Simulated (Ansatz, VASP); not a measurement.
Ba: VASP beside Ansatz

File INCAR:

```
SYSTEM = Ba
ALGO = Fast
EDIFF = 1E-7
ENCUT = 520
ISIF = 2
ISMEAR = 0
LASPH = .TRUE.
LCHARG = .FALSE.
LREAL = .FALSE.
LWAVE = .FALSE.
NBANDS = 11
NELM = 80
PREC = Accurate
SIGMA = 0.15
```

The input KPOINTS:

```
k-points
0
G
  15 15 12
  0 0 0
```

Contents of POSCAR:

```
Ba
1.0
    4.6565427937      0.0000000000      0.0000000000
   -2.3282713969      4.0326843532      0.0000000000
    0.0000000000      0.0000000000      4.2264863640
Ba
1
Direct
    0.0000000000      0.0000000000      0.0000000000
```

Input for Ansatz:

```yaml
crystal:
  lattice:
    - [4.6565427937, 0.0, 0.0]
    - [-2.3282713969, 4.0326843532, 0.0]
    - [0.0, 0.0, 4.226486364]
  atoms:
    - { symbol: Ba, position: [0.0, 0.0, 0.0] }
basis:
  ecutwfc: 420
kpoints:
  mp_grid: { grid: [15, 15, 12] }
hamiltonian:
  xc: lda
scf:
  occupations: { method: gaussian, width: 0.15 }
output:
  forces: true
  stress: true
  eigenvalues: true
```

Change from the starting cell: strain +0.080 along x and y, +0.080 along z, atoms carried along.

Alike in both runs: task single point; functional LDA; k mesh 15 × 15 × 12; occupations gaussian, width 0.15 eV; no spin polarisation.

```csv
,VASP,Ansatz
version,VASP 6.6.1,Ansatz 0.2.0
potentials or method,"VASP PAW LDA potentials, release 64 (Ba_sv)","scalar-relativistic, plane waves, PAW"
plane-wave cutoff (eV),520,420
valence electrons in the cell,10,10
```

```csv
,VASP,Ansatz,Ansatz less VASP
gap on the k mesh at the Fermi level (eV),none,none,-
pressure (GPa),-2.0,-2.0,0.00
largest component of the traceless stress (GPa),0.44,0.43,-0.004
```

A gap of «none» marks a metal or a gap that the smearing closes.

Spin-orbit coupling is left out, which matters for the levels of Ba.
